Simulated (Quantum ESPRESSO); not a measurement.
Write the native input for Quantum ESPRESSO 7.5 that does the following.

```
Task                : single point
Functional          : PBE
Potentials or basis : SSSP 1.3 efficiency PBE
Cutoff              : 748 eV
Density cutoff      : 5987 eV
k mesh              : 7 × 7 × 7
Occupations         : fermi-dirac, width 0.05 eV
Spin                : no spin polarisation
Mixing beta         : 0.5
Most SCF iterations : 120
SCF threshold       : 4e-10 Ry
```

Crystal: NaI.

```
I Na
1.0
     0.00000    3.23640    3.23640
     3.23640    0.00000    3.23640
     3.23640    3.23640    0.00000
I Na
1 1
Direct
  0.50023 0.50018 0.49698
  0.01179 0.00480 0.99300
```

The cell isn't the ideal one: atoms moved at random, drawn with an rms of 0.05 Å.

The input as run:

pw.in

```
&CONTROL
  calculation = 'scf'
  prefix = 'pwscf'
  outdir = './tmp'
  pseudo_dir = './pseudo'
  tprnfor = .true.
  tstress = .true.
  disk_io = 'nowf'
/
&SYSTEM
  ibrav = 0
  nat = 2
  ntyp = 2
  ecutwfc = 55
  ecutrho = 440
  nbnd = 14
  occupations = 'smearing'
  smearing = 'fd'
  degauss = 0.00367493
/
&ELECTRONS
  conv_thr = 4d-10
  electron_maxstep = 120
  mixing_beta = 0.5
/
ATOMIC_SPECIES
I    126.9045 I.pbe-n-kjpaw_psl.0.2.UPF
Na    22.9898 na_pbe_v1.5.uspp.F.UPF
CELL_PARAMETERS angstrom
   0.0000000000    3.2364000000    3.2364000000
   3.2364000000    0.0000000000    3.2364000000
   3.2364000000    3.2364000000    0.0000000000
ATOMIC_POSITIONS crystal
I      0.5002340000    0.5001800000    0.4969770000
Na     0.0117890000    0.0048040000   -0.0069950000
K_POINTS automatic
7 7 7 0 0 0
```

Potentials or basis: SSSP 1.3 efficiency PBE.

Command:

```bash
$ OMP_NUM_THREADS=1 pw.x -in pw.in > pw.out
```

It gave:

```yaml
Pressure: 0.5 GPa
Largest_force: 0.053 eV/Å
Band_gap_on_the_k_mesh: 3.64 eV, direct
```

Caveat: spin-orbit coupling is left out, which moves the levels of the heavy elements.

It took 2.3 min on 1 thread of Arm Neoverse V1 (shared host), peak memory 0.3 GiB.
